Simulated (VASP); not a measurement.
# Black phosphorene and its bilayer, part 2 of 2

What are the lattice, gap and band positions of black phosphorene, and what does a second sheet change?

VASP 6.6.1; PBE with D3(BJ); plane waves and PAW (P).

So far. Step 10 (A rigid stacking, stacking same orientation, shift 0.50 …): Energy at zero smearing: -44.99314 eV. Step 11 (Relaxing the bilayer): The run ended after 15 ionic steps, 0.008 eV below its first step, once the forces on the free atoms met EDIFFG = -0.015.

### 12. Levels and bands of the bilayer

The same static run as for one sheet shows what the neighbour does to the levels.

Contents of INCAR:

```
SYSTEM = P
PREC = Normal
ENCUT = 350
EDIFF = 1E-06
NELM = 120
ISMEAR = 0
SIGMA = 0.03
LREAL = .FALSE.
ALGO = Fast
GGA = PE
IVDW = 12
NBANDS = 28
LORBIT = 11
LWAVE = .FALSE.
LCHARG = .FALSE.
KPAR = 4
IDIPOL = 3
LDIPOL = .TRUE.
DIPOL = 0.5 0.5 0.5
LVHAR = .TRUE.
LVACPOTAV = .TRUE.
NEDOS = 1500
```

Contents of POSCAR:

```
P
1.0
    4.4348820646      0.0000000000      0.0000000000
    0.0000000000      3.2914999311      0.0000000000
    0.0000000000      0.0000000000     24.3342626128
P
8
Direct
    0.0825871451      0.0000000000      0.3514955699
    0.4174128549      0.5000000000      0.3514955699
    0.5819237298      0.5000000000      0.4388170077
    0.9180762702      0.0000000000      0.4388170077
    0.0819237298      0.5000000000      0.5611829923
    0.4180762702      0.0000000000      0.5611829923
    0.5825871451      0.0000000000      0.6485044301
    0.9174128549      0.5000000000      0.6485044301
```

Contents of KPOINTS:

```
Automatic mesh
0
Gamma
7 9 1
0 0 0
```

Contents of KPOINTS_OPT:

```
Line mode
14
Line-mode
Reciprocal
  0.00000000   0.00000000   0.00000000 GAMMA
 -0.50000000   0.00000000   0.00000000 X

 -0.50000000   0.00000000   0.00000000 X
 -0.50000000  -0.50000000   0.00000000 S

 -0.50000000  -0.50000000   0.00000000 S
  0.00000000  -0.50000000   0.00000000 Y

  0.00000000  -0.50000000   0.00000000 Y
  0.00000000   0.00000000   0.00000000 GAMMA

  0.00000000   0.00000000   0.00000000 GAMMA
 -0.50000000  -0.50000000   0.00000000 S
```

PAW data sets: P (PBE family, release 64).

Command:

```console
mpirun -np 4 vasp_std
```

Wall time 28 s (4 MPI ranks of Intel Xeon 6975P-C (Granite Rapids), shared host); peak memory 1.2 GiB; 98 s of CPU time.

This step gave:

```
electronic cycles                                 : 24
Fermi energy                                      : 0.3716 eV
least gap on mesh and path                        : 0.2659 eV
least direct gap on mesh and path                 : 0.2931 eV
vacuum levels                                     : 4.728, 4.728 eV
ionisation potentials of the upper and lower face : 4.492, 4.492 eV
electron affinities of the upper and lower face   : 4.226, 4.226 eV
```

Electronic bands along the path, in eV, zero at the valence-band top; v1 is the highest filled band, c1 the lowest empty one:

```tsv
point	v4	v3	v2	v1	c1	c2	c3	c4
Γ	-2.15	-2.09	-1.00	0.00	0.29	0.79	0.93	1.21
0.46 of the way	-2.33	-1.30	-1.23	-1.12	1.05	1.42	1.50	1.73
X	-1.59	-1.59	-1.32	-1.32	1.59	1.59	1.64	1.64
0.54 of the way	-2.38	-2.38	-1.67	-1.67	2.08	2.08	2.61	2.61
S	-1.89	-1.89	-1.89	-1.89	1.99	1.99	1.99	1.99
0.46 of the way	-2.21	-2.21	-1.74	-1.74	1.31	1.31	1.67	1.67
Y	-2.73	-2.73	-2.38	-2.38	0.78	0.78	0.78	0.78
0.54 of the way	-2.45	-1.88	-1.08	-0.73	0.59	0.71	1.18	1.53
Γ	-2.15	-2.09	-1.00	0.00	0.29	0.79	0.93	1.21
0.46 of the way	-2.18	-2.07	-1.68	-1.26	1.30	1.33	1.83	1.98
S	-1.89	-1.89	-1.89	-1.89	1.99	1.99	1.99	1.99
```

The planar average of the electrostatic potential oscillates, so the rows of the table below give means over windows of 1 Å about each position, cut where the curve ends. Its maxima inside the range that stand out by 2 % of the span (Å: eV): 9.7: -1.00, 12.2: 2.92, 14.7: -1.00. Its minima: 8.6: -18.7, 10.6: -18.8, 13.7: -18.8, 15.8: -18.7.

Zero at the Fermi level. The planar average of the electrostatic potential by height; means over each step:

```tsv
height (Å)	planar average of the electrostatic potential (eV)
0	4.36
1	4.36
2	4.36
3	4.36
4	4.36
5	4.35
6	4.31
7	3.52
8	-7.79
9	-10.7
10	-6.76
11	-12.2
12	2.06
13	-5.86
14	-12.4
15	-5.21
16	-13.7
17	2.11
18	4.24
19	4.35
20	4.36
21	4.36
22	4.36
23	4.36
24	4.36
```

Density of states in the PAW spheres, an atom over height of the layer and energy from the Fermi level.

Ten even steps from '0' (0.003 states/eV) to '9' (0.332 states/eV), each cell a mean:
```
1111
0000
0000
1111
4444
6666
9999
8778
7557
6666
7777
9999
7777
5555
5555
8888
7777
5555
3333
3333
0000
3333
```
Columns: height of the layer (Å) from 8.6 to 15.8 (not evenly spaced); rows upwards: energy from the Fermi level (eV) from -7.9 to 0.5.

The map of layer states is cut here 0.5 eV above the Fermi level, so it leaves out the states above that.

The vacuum level lies 4.49 eV above the highest filled level at the upper face; both faces agree, as the slab has next to no dipole.

The program found no field-free point at its default tolerance, but its printed level agrees with the flat part of the planar average.

### 13. Series over the interlayer distance, gap between the sheets 2.578

The two sheets are moved rigidly, to map the binding curve.

Edit INCAR of step 12 so:

```diff
@@ -19,4 +19 @@
 DIPOL = 0.5 0.5 0.5
-LVHAR = .TRUE.
-LVACPOTAV = .TRUE.
-NEDOS = 1500
```

Contents of POSCAR:

```
P
1.0
    4.4348820646      0.0000000000      0.0000000000
    0.0000000000      3.2914999311      0.0000000000
    0.0000000000      0.0000000000     24.3342626128
P
8
Direct
    0.0825871451      0.0000000000      0.3597144341
    0.4174128549      0.5000000000      0.3597144341
    0.5819237298      0.5000000000      0.4470358719
    0.9180762702      0.0000000000      0.4470358719
    0.0819237298      0.5000000000      0.5529641281
    0.4180762702      0.0000000000      0.5529641281
    0.5825871451      0.0000000000      0.6402855659
    0.9174128549      0.5000000000      0.6402855659
```

KPOINTS is that of step 12.

Command:

```console
mpirun -np 4 vasp_std
```

It took 12 s on 4 MPI ranks; peak memory 0.92 GiB.

This step gave:

```yaml
electronic_cycles: 22
free_energy_toten: -45.21 eV
energy_at_zero_smearing: -45.21 eV
fermi_energy: 0.3117 eV
metallic: yes
```

Force by atom:

```tsv
atom	x (eV/Å)	y (eV/Å)	z (eV/Å)	size
P1	-0.004	0.000	-0.080	0.080
P2	0.004	0.000	-0.080	0.080
P3	-0.055	0.000	-0.250	0.256
P4	0.055	0.000	-0.250	0.256
P5	-0.055	0.000	0.250	0.256
P6	0.055	0.000	0.250	0.256
P7	-0.004	0.000	0.080	0.080
P8	0.004	0.000	0.080	0.080
```

Energy at zero smearing: -45.21259 eV.

### 14. Series over the interlayer distance, gap between the sheets 2.778

INCAR is that of step 13.

Contents of POSCAR:

```
P
1.0
    4.4348820646      0.0000000000      0.0000000000
    0.0000000000      3.2914999311      0.0000000000
    0.0000000000      0.0000000000     24.3342626128
P
8
Direct
    0.0825871451      0.0000000000      0.3556050020
    0.4174128549      0.5000000000      0.3556050020
    0.5819237298      0.5000000000      0.4429264398
    0.9180762702      0.0000000000      0.4429264398
    0.0819237298      0.5000000000      0.5570735602
    0.4180762702      0.0000000000      0.5570735602
    0.5825871451      0.0000000000      0.6443949980
    0.9174128549      0.5000000000      0.6443949980
```

KPOINTS is that of step 13.

Command:

```console
mpirun -np 4 vasp_std
```

The job ended after 13 s (4 MPI ranks; peak memory 0.93 GiB; 43 s of CPU time).

Energy at zero smearing: -45.30189 eV.

### 15. Series over the interlayer distance, gap between the sheets 2.978

INCAR is that of step 14.

Contents of POSCAR:

```
P
1.0
    4.4348820646      0.0000000000      0.0000000000
    0.0000000000      3.2914999311      0.0000000000
    0.0000000000      0.0000000000     24.3342626128
P
8
Direct
    0.0825871451      0.0000000000      0.3514955699
    0.4174128549      0.5000000000      0.3514955699
    0.5819237298      0.5000000000      0.4388170077
    0.9180762702      0.0000000000      0.4388170077
    0.0819237298      0.5000000000      0.5611829923
    0.4180762702      0.0000000000      0.5611829923
    0.5825871451      0.0000000000      0.6485044301
    0.9174128549      0.5000000000      0.6485044301
```

KPOINTS is that of step 14.

Command:

```console
mpirun -np 4 vasp_std
```

It took 13 s on 4 MPI ranks; peak memory 0.93 GiB.

Energy at zero smearing: -45.32881 eV.

### 16. Series over the interlayer distance, gap between the sheets 3.178

INCAR is that of step 15.

Contents of POSCAR:

```
P
1.0
    4.4348820646      0.0000000000      0.0000000000
    0.0000000000      3.2914999311      0.0000000000
    0.0000000000      0.0000000000     24.3342626128
P
8
Direct
    0.0825871451      0.0000000000      0.3473861378
    0.4174128549      0.5000000000      0.3473861378
    0.5819237298      0.5000000000      0.4347075756
    0.9180762702      0.0000000000      0.4347075756
    0.0819237298      0.5000000000      0.5652924244
    0.4180762702      0.0000000000      0.5652924244
    0.5825871451      0.0000000000      0.6526138622
    0.9174128549      0.5000000000      0.6526138622
```

KPOINTS is that of step 15.

Command:

```console
mpirun -np 4 vasp_std
```

Run time: 17 s. Hardware: 4 MPI ranks; peak memory 0.92 GiB.

Energy at zero smearing: -45.31099 eV.

### 17. Series over the interlayer distance, gap between the sheets 3.478

INCAR is that of step 16.

Contents of POSCAR:

```
P
1.0
    4.4348820646      0.0000000000      0.0000000000
    0.0000000000      3.2914999311      0.0000000000
    0.0000000000      0.0000000000     24.3342626128
P
8
Direct
    0.0825871451      0.0000000000      0.3412219896
    0.4174128549      0.5000000000      0.3412219896
    0.5819237298      0.5000000000      0.4285434274
    0.9180762702      0.0000000000      0.4285434274
    0.0819237298      0.5000000000      0.5714565726
    0.4180762702      0.0000000000      0.5714565726
    0.5825871451      0.0000000000      0.6587780104
    0.9174128549      0.5000000000      0.6587780104
```

KPOINTS is that of step 16.

Command:

```console
mpirun -np 4 vasp_std
```

It took 16 s on 4 MPI ranks; peak memory 0.94 GiB; 54 s of CPU time.

Energy at zero smearing: -45.24592 eV.

### 18. Series over the interlayer distance, gap between the sheets 3.978

INCAR is that of step 17.

Contents of POSCAR:

```
P
1.0
    4.4348820646      0.0000000000      0.0000000000
    0.0000000000      3.2914999311      0.0000000000
    0.0000000000      0.0000000000     24.3342626128
P
8
Direct
    0.0825871451      0.0000000000      0.3309484094
    0.4174128549      0.5000000000      0.3309484094
    0.5819237298      0.5000000000      0.4182698472
    0.9180762702      0.0000000000      0.4182698472
    0.0819237298      0.5000000000      0.5817301528
    0.4180762702      0.0000000000      0.5817301528
    0.5825871451      0.0000000000      0.6690515906
    0.9174128549      0.5000000000      0.6690515906
```

KPOINTS is that of step 17.

Command:

```console
mpirun -np 4 vasp_std
```

Run time: 14 s. Hardware: 4 MPI ranks; peak memory 0.93 GiB; 49 s of CPU time.

Energy at zero smearing: -45.12335 eV.

### 19. Series over the interlayer distance, gap between the sheets 4.578

INCAR is that of step 18.

Contents of POSCAR:

```
P
1.0
    4.4348820646      0.0000000000      0.0000000000
    0.0000000000      3.2914999311      0.0000000000
    0.0000000000      0.0000000000     24.3342626128
P
8
Direct
    0.0825871451      0.0000000000      0.3186201131
    0.4174128549      0.5000000000      0.3186201131
    0.5819237298      0.5000000000      0.4059415509
    0.9180762702      0.0000000000      0.4059415509
    0.0819237298      0.5000000000      0.5940584491
    0.4180762702      0.0000000000      0.5940584491
    0.5825871451      0.0000000000      0.6813798869
    0.9174128549      0.5000000000      0.6813798869
```

KPOINTS is that of step 18.

Command:

```console
mpirun -np 4 vasp_std
```

The job ended after 15 s (4 MPI ranks; peak memory 0.91 GiB).

Energy at zero smearing: -45.01643 eV.

### 20. Series over the interlayer distance, gap between the sheets 5.478

INCAR is that of step 19.

Contents of POSCAR:

```
P
1.0
    4.4348820646      0.0000000000      0.0000000000
    0.0000000000      3.2914999311      0.0000000000
    0.0000000000      0.0000000000     24.3342626128
P
8
Direct
    0.0825871451      0.0000000000      0.3001276686
    0.4174128549      0.5000000000      0.3001276686
    0.5819237298      0.5000000000      0.3874491064
    0.9180762702      0.0000000000      0.3874491064
    0.0819237298      0.5000000000      0.6125508936
    0.4180762702      0.0000000000      0.6125508936
    0.5825871451      0.0000000000      0.6998723314
    0.9174128549      0.5000000000      0.6998723314
```

KPOINTS is that of step 19.

Command:

```console
mpirun -np 4 vasp_std
```

Run time: 15 s. Hardware: 4 MPI ranks; peak memory 0.92 GiB; 52 s of CPU time.

Energy at zero smearing: -44.93111 eV.

### 21. Series over the interlayer distance, gap between the sheets 6.978

INCAR is that of step 20.

Contents of POSCAR:

```
P
1.0
    4.4348820646      0.0000000000      0.0000000000
    0.0000000000      3.2914999311      0.0000000000
    0.0000000000      0.0000000000     24.3342626128
P
8
Direct
    0.0825871451      0.0000000000      0.2693069278
    0.4174128549      0.5000000000      0.2693069278
    0.5819237298      0.5000000000      0.3566283656
    0.9180762702      0.0000000000      0.3566283656
    0.0819237298      0.5000000000      0.6433716344
    0.4180762702      0.0000000000      0.6433716344
    0.5825871451      0.0000000000      0.7306930722
    0.9174128549      0.5000000000      0.7306930722
```

KPOINTS is that of step 20.

Command:

```console
mpirun -np 4 vasp_std
```

The job ended after 12 s (4 MPI ranks; peak memory 0.92 GiB).

Energy at zero smearing: -44.87784 eV.

### 22. Bilayer in a field, field -0.3

A field across the bilayer shifts the levels of one sheet against the other.

Edit INCAR of step 21 so:

```diff
@@ -19 +19,2 @@
 DIPOL = 0.5 0.5 0.5
+EFIELD = -0.3
```

Contents of POSCAR:

```
P
1.0
    4.4348820646      0.0000000000      0.0000000000
    0.0000000000      3.2914999311      0.0000000000
    0.0000000000      0.0000000000     24.3342626128
P
8
Direct
    0.0825871451      0.0000000000      0.3514955699
    0.4174128549      0.5000000000      0.3514955699
    0.5819237298      0.5000000000      0.4388170077
    0.9180762702      0.0000000000      0.4388170077
    0.0819237298      0.5000000000      0.5611829923
    0.4180762702      0.0000000000      0.5611829923
    0.5825871451      0.0000000000      0.6485044301
    0.9174128549      0.5000000000      0.6485044301
```

KPOINTS is that of step 21.

Command:

```console
mpirun -np 4 vasp_std
```

Elapsed: 13 s, on 4 MPI ranks; peak memory 0.93 GiB; 46 s of CPU time.

Numbers from this step:

| Item | Value |
| --- | --- |
| electronic cycles | 24 |
| free energy (TOTEN) | -45.36 eV |
| Fermi energy | 0.3653 eV |
| dipole moment | 0, 0, -0.2240 e·Å |
| gap on the k-mesh | 0.253 eV |
| least direct gap on the k-mesh | 0.2715 eV |

Energy at zero smearing: -45.36239 eV.

### 23. Bilayer in a field, field -0.2

Edit INCAR of step 22 so:

```diff
@@ -19,2 +19,2 @@
 DIPOL = 0.5 0.5 0.5
-EFIELD = -0.3
+EFIELD = -0.2
```

POSCAR is that of step 22.

KPOINTS is that of step 22.

Command:

```console
mpirun -np 4 vasp_std
```

Wall time 13 s (4 MPI ranks); peak memory 0.92 GiB; 44 s of CPU time.

Energy at zero smearing: -45.34373 eV.

### 24. Bilayer in a field, field -0.1

Edit INCAR of step 23 so:

```diff
@@ -19,2 +19,2 @@
 DIPOL = 0.5 0.5 0.5
-EFIELD = -0.2
+EFIELD = -0.1
```

POSCAR is that of step 23.

KPOINTS is that of step 23.

Command:

```console
mpirun -np 4 vasp_std
```

Run time: 13 s. Hardware: 4 MPI ranks; peak memory 0.9 GiB; 44 s of CPU time.

Energy at zero smearing: -45.33254 eV.

### 25. Bilayer in a field, field -0.05

Edit INCAR of step 24 so:

```diff
@@ -19,2 +19,2 @@
 DIPOL = 0.5 0.5 0.5
-EFIELD = -0.1
+EFIELD = -0.05
```

POSCAR is that of step 24.

KPOINTS is that of step 24.

Command:

```console
mpirun -np 4 vasp_std
```

Wall time 13 s (4 MPI ranks); peak memory 0.92 GiB.

Energy at zero smearing: -45.32974 eV.

### 26. Bilayer in a field, field 0

Edit INCAR of step 25 so:

```diff
@@ -19,2 +19 @@
 DIPOL = 0.5 0.5 0.5
-EFIELD = -0.05
```

POSCAR is that of step 25.

KPOINTS is that of step 25.

Command:

```console
mpirun -np 4 vasp_std
```

Run time: 14 s. Hardware: 4 MPI ranks; peak memory 0.94 GiB; 47 s of CPU time.

Energy at zero smearing: -45.32881 eV.

### 27. Bilayer in a field, field 0.05

Edit INCAR of step 26 so:

```diff
@@ -19 +19,2 @@
 DIPOL = 0.5 0.5 0.5
+EFIELD = 0.05
```

POSCAR is that of step 26.

KPOINTS is that of step 26.

Command:

```console
mpirun -np 4 vasp_std
```

The job ended after 13 s (4 MPI ranks; peak memory 0.93 GiB; 43 s of CPU time).

Energy at zero smearing: -45.32974 eV.

### 28. Bilayer in a field, field 0.1

Edit INCAR of step 27 so:

```diff
@@ -19,2 +19,2 @@
 DIPOL = 0.5 0.5 0.5
-EFIELD = 0.05
+EFIELD = 0.1
```

POSCAR is that of step 27.

KPOINTS is that of step 27.

Command:

```console
mpirun -np 4 vasp_std
```

The job ended after 14 s (4 MPI ranks; peak memory 0.92 GiB; 49 s of CPU time).

Energy at zero smearing: -45.33254 eV.

### 29. Bilayer in a field, field 0.2

Edit INCAR of step 28 so:

```diff
@@ -19,2 +19,2 @@
 DIPOL = 0.5 0.5 0.5
-EFIELD = 0.1
+EFIELD = 0.2
```

POSCAR is that of step 28.

KPOINTS is that of step 28.

Command:

```console
mpirun -np 4 vasp_std
```

The job ended after 13 s (4 MPI ranks; peak memory 0.91 GiB; 46 s of CPU time).

Energy at zero smearing: -45.34374 eV.

### 30. Bilayer in a field, field 0.3

Edit INCAR of step 29 so:

```diff
@@ -19,2 +19,2 @@
 DIPOL = 0.5 0.5 0.5
-EFIELD = 0.2
+EFIELD = 0.3
```

POSCAR is that of step 29.

KPOINTS is that of step 29.

Command:

```console
mpirun -np 4 vasp_std
```

The job ended after 13 s (4 MPI ranks; peak memory 0.9 GiB).

The bilayer over the distance of its rigid sheets:

```tsv
gap between the sheets (Å)	binding energy (meV/Å²)	band gap on the mesh (eV)
2.578	-25.34	0
2.778	-31.46	0.025
2.978	-33.30	0.2785
3.178	-32.08	0.3228
3.478	-27.63	0.3699
3.978	-19.23	0.4485
4.578	-11.91	0.5328
5.478	-6.060	0.6194
6.978	-2.411	0.6895
```

The bilayer over the field:

```tsv
applied field (V/Å)	dipole along z (e Å)	energy change (eV)	band gap on the mesh (eV)
-0.3	-0.2240	-0.03358	0.253
-0.2	-0.1493	-0.01492	0.2667
-0.1	-0.07464	-0.003731	0.2755
-0.05	-0.03732	-9.33e-4	0.2777
0	0	0	0.2785
0.05	0.03732	-9.33e-4	0.2777
0.1	0.07464	-0.003731	0.2755
0.2	0.1493	-0.01492	0.2668
0.3	0.2241	-0.03358	0.2531
```

Energy at zero smearing: -45.36239 eV.

### 31. Derived quantities

This step: monolayer and bilayer, PBE + D3(BJ); plane waves and PAW (VASP 6.6.1).

No new run; the numbers come from the runs before.

This step gave:

```
polarisability per area of the slab or monolayer : 0.3641 Å
binding energy                                   : -33.30 meV/Å²
interlayer gap                                   : 2.978 Å
bilayer gap                                      : 0.2659 eV
bilayer level below vacuum                       : 4.492 eV
lattice a                                        : 4.435 Å
lattice b                                        : 3.291 Å
thickness                                        : 2.117 Å
monolayer gap                                    : 0.7428 eV
ionisation potential at the upper face           : 4.910 eV
```

VASP counts both for electrons: a positive EFIELD is a field along -c, and a positive dipole, in electrons times A, points along -c. Field, by row:

```tsv
EFIELD (eV/Å)	dipole along z of the monolayer (e Å)	energy change of the monolayer (eV)
-0.1	-0.03691	-0.001848
0	0	0
0.1	0.03691	-0.001848
```

Rigid sheets, 3.1 Å apart. Stackings, by row:

```tsv
stacking	energy above the lowest (meV/Å²)
same orientation, shift 0.00 0.50	0
same orientation, shift 0.50 0.00	6.026
same orientation, shift 0.00 0.00	10.41
same orientation, shift 0.50 0.50	22.45
```

The polarisability is the slope of the dipole against the field, as a volume for each unit of area.

### 32. Summary of results

| Property | Result |
| --- | --- |
| lattice a | 4.43 Å |
| monolayer gap | 0.743 eV |
| binding energy | -33.3 meV/Å² |
| interlayer gap | 2.98 Å |
| bilayer gap | 0.266 eV |
| polarisability per area of the slab or monolayer | 0.364 Å |

**Reading.** The monolayer relaxes to a = 4.435 Å and b = 3.291 Å and has a gap of 0.74 eV. The ionisation potential is 4.91 eV at both faces. Of 4 rigid stackings the lowest has the upper sheet in the same orientation and shifted by (0.00, 0.50) in cell vectors, and the highest lies 22.4 meV/Å² above it. Relaxed, the sheets lie 2.98 Å apart and bind by 33.3 meV/Å². Moved rigidly, the sheets bind by 33.3 meV/Å² at best and by 2.4 at 7.0 Å, while the gap goes from 0.00 eV at the closest distance to 0.69 eV at the widest. In fields of -0.3 and 0.3 eV/Å the bilayer's gap on the mesh is 0.25 and 0.25 eV, against 0.28 eV without a field. The second sheet narrows the gap, to 0.27 eV. All runs are without spin polarisation. The bilayer keeps the monolayer's lattice, and only high-symmetry stackings were tried. Semilocal gaps are too small.

[Lines on the potential files, build, host, timing and source positions are cut from VASP's logs without a mark.]

[Logs are printed without paths, hosts, clocks, repeated set-up lines and the standing remarks that a program may print on its own settings, such as how far it seeks lower states.]

[Hosts, paths, dates, database ids (printed as entryN), source tags and the programs' standing remarks are cut or masked in the printed files.]

[Runs that stopped without an error message from VASP are left out.]
